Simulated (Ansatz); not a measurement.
Working through a calculation of the elastic constants of SnO, space group Pmn2_1

Computed with Ansatz's Python interface.

Input file `POSCAR_sno`:
```text
SnO
1.0
   3.35500500    0.00000000    0.00000000
   0.00000000    5.67410400    0.00000000
   0.00000000    0.00000000    4.22197000
Sn O
2 2
Direct
   0.00000000    0.23190900    0.51314400
   0.50000000    0.76809100    0.01314400
   0.00000000    0.89125000    0.73685700
   0.50000000    0.10875000    0.23685700
```

Typed at the interpreter:
```pycon
>>> import warnings
>>> import ansatz as az
>>> from ase.io import read
>>> import numpy as np
>>> warnings.simplefilter('ignore', az.DeckWarning)
>>> atoms = read('POSCAR_sno', format='vasp')
>>> xtal = az.Crystal.from_ase(atoms)
>>> len(xtal.resolved().sites)
4
>>> job = (
...     xtal.calculation()
...     .functional('LDA')
...     .occupations('Fixed')
...     .scf(tolerance=1e-09)
...     .kpoints(8, 4, 6)
... )
>>> outcome = job.elastic(az.ElasticMode.CLAMPED_ION, amplitude=0.005).run()
>>> elastic = outcome.elastic
>>> C = np.asarray(elastic.c_gpa)
>>> for i in range(6):
...     for j in range(i, 6):
...         if abs(C[i, j]) > 0.05:
...             print(f'C{i + 1}{j + 1} = {C[i, j]:.1f} GPa')
...
C11 = 133.7 GPa
C12 = 39.1 GPa
C13 = 49.7 GPa
C22 = 118.0 GPa
C23 = 50.1 GPa
C33 = 55.5 GPa
C44 = 54.2 GPa
C55 = 36.8 GPa
C66 = 26.6 GPa
>>> print('smallest eigenvalue of C:', round(elastic.stability.min_eigenvalue_gpa, 1), 'GPa; tensor positive definite:', elastic.stability.min_eigenvalue_gpa > 0)
smallest eigenvalue of C: 20.4 GPa; tensor positive definite: True
>>> # averaged moduli need a positive definite tensor
>>> if elastic.stability.min_eigenvalue_gpa > 0:
...     m = elastic.moduli
...     anisotropy = 5 * m.g_voigt_gpa / m.g_reuss_gpa + m.k_voigt_gpa / m.k_reuss_gpa - 6
...     print(f'Voigt K {m.k_voigt_gpa:.1f} G {m.g_voigt_gpa:.1f}; Reuss K {m.k_reuss_gpa:.1f} G {m.g_reuss_gpa:.1f}; universal anisotropy index {anisotropy:.3f}')
...     S = np.linalg.inv(elastic.c_gpa)
...     print('Young modulus along x, y, z (GPa):', np.round(1 / np.diag(S)[:3], 1))
...     print('linear compressibility along x, y, z (1/TPa):', np.round(1000 * S[:3, :3].sum(axis=1), 2))
...
Voigt K 65.4 G 34.6; Reuss K 54.8 G 24.7; universal anisotropy index 2.205
Young modulus along x, y, z (GPa): [87.3 72.1 24.8]
linear compressibility along x, y, z (1/TPa): [ 1.31  1.46 15.47]
```

With fixed filling the reported Fermi level is the top filled level among the k-points of the SCF. A positive definite tensor excludes instabilities under uniform strain alone; phonons elsewhere in the zone can still be imaginary. The program warned that this SCF threshold is loose for forces or stresses. The cell stands under an uneven stress, so these stress-strain coefficients aren't symmetric, and eigenvalues smaller than that stress decide nothing. These are clamped-ion constants: where atoms have free coordinates under strain, the relaxed-ion ones can be far smaller or negative, so this tensor doesn't settle whether the crystal is stable. At these settings the cell as given stands under about -5 GPa, so it isn't at this functional's equilibrium volume. This cell is a computed structure, which may not be the phase found in nature. The constants belong to the cell that was strained; where it wasn't relaxed first it may be under stress. The script silences the warnings on its input, which a real study should read. The whole script took 3.7 min on 1 thread of Arm Neoverse V1, with other jobs on the host, peak memory 0.53 GiB.

(A comment or docstring line of the script was reworded after the run, the code is as it ran.)
